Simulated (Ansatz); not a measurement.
Zr:

```
Zr
1.0
     3.23200    0.00000    0.00000
    -1.61600    2.79899    0.00000
     0.00000    0.00000    5.14700
Zr
2
Direct
  0.66667 0.33333 0.75000
  0.33333 0.66667 0.25000
```

Base run:

| Quantity | Value |
| --- | --- |
| Program | Ansatz 0.2.0 |
| Functional | PBEsol |
| Potentials or basis | all-electron LAPW, scalar-relativistic |
| Cutoff | 174 eV (chosen from the basis error) |
| Basis error allowed | 0.001 eV/atom |
| k mesh | 9 × 9 × 5 |
| Occupations | fermi-dirac, width 0.05 eV |
| Spin | no spin polarisation |

Its results: pressure -3.3 GPa.

Problem. After a change of settings the same cell gave: pressure 22.9 GPa. Which change was it?
A. k mesh from 9 × 9 × 5 to 7 × 7 × 4
B. hubbard terms from none to Zr d U = 8 eV
C. functional from PBEsol to LDA
D. potentials or basis from all-electron LAPW, scalar-relativistic to all-electron PAW datasets made for the crystal

Solution. B.

Caveats: U is the effective U less J, on atomic orbitals that reach past the spheres (some runs); U without spin polarisation on a metal has little footing (some runs); the U is typed as a test and isn't derived for this compound (some runs).

The runs don't all hold the same shells in valence.

Runs at the PBE level aren't shown here.
